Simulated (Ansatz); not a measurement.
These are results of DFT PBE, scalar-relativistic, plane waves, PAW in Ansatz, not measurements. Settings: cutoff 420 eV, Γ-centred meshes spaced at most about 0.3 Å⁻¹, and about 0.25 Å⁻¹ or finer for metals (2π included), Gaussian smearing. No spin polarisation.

The zero of energy is the elements' standard structures at the same level; no fitted shifts are applied.

These are static total energies at zero pressure. Larger cells and other orderings weren't all tried, so the list isn't exhaustive. No dispersion correction is applied, so the spacing and binding between layers, chains or molecules are poorly described. The reference form of As is held partly by dispersion forces, which this level lacks.

A search for AlAs4 gave 4 distinct relaxed structures. Coordination counts As atoms around Al (those within 1.25 times the shortest such distance or 1.15 times the sum of covalent radii, 1.27 where that leaves under three). Cells relaxed within their symmetry can be saddle points.

Task: What is the best candidate for AlAs4?

Result: The one with space group P-3m1 (No. 164), reached from: a cell proposed by chemical analogy. It has a = 3.843 Å, c = 20.402 Å, 26.1 Å³/atom, no gap on the mesh. Al is surrounded by 3 As at 2.41 Å, 1 As at 2.69 Å and 3 Al at 2.83 Å; around As on its first site lie 3 Al at 2.41 Å and 1 Al at 2.69 Å; around As on its second site lie 3 As at 2.58 Å; around As on its third site lie 3 As at 2.58 Å; 1 more site not described. Its energy over the elements is −0.08 eV/atom. A negative formation energy is needed for stability but isn't enough: competing phases decide. An observed structure of this formula, if there is one, may be missing.

```xyz
10
Lattice="3.8431 0.0000 0.0000 -1.9216 3.3282 0.0000 0.0000 0.0000 20.4023" Properties=species:S:1:pos:R:3 pbc="T T T"
Al    0.0000    2.2188    0.8750
Al    1.9216    1.1094   19.5273
As    1.9216    1.1094    1.8185
As    0.0000    2.2188   18.5838
As    0.0000    0.0000    5.4263
As    0.0000    2.2188    6.7429
As    1.9216    1.1094    9.5452
As    0.0000    2.2188   10.8571
As    0.0000    0.0000   14.9760
As    1.9216    1.1094   13.6593
```

Task: How much higher is the P4/mnc structure with 21.0 Å³/atom and coordination Al 8 (reached from: random cell)?

Result: 193 meV/atom. It has no gap on its mesh. It holds As–As pairs (shortest 2.51 Å).

Task: How much higher is the Ccce structure with 23.3 Å³/atom and coordination Al 4 (reached from: Sn4Pd type (Ccce))?

Result: 83 meV/atom. It has no gap on its mesh. It holds As–As chains (shortest 2.45 Å).
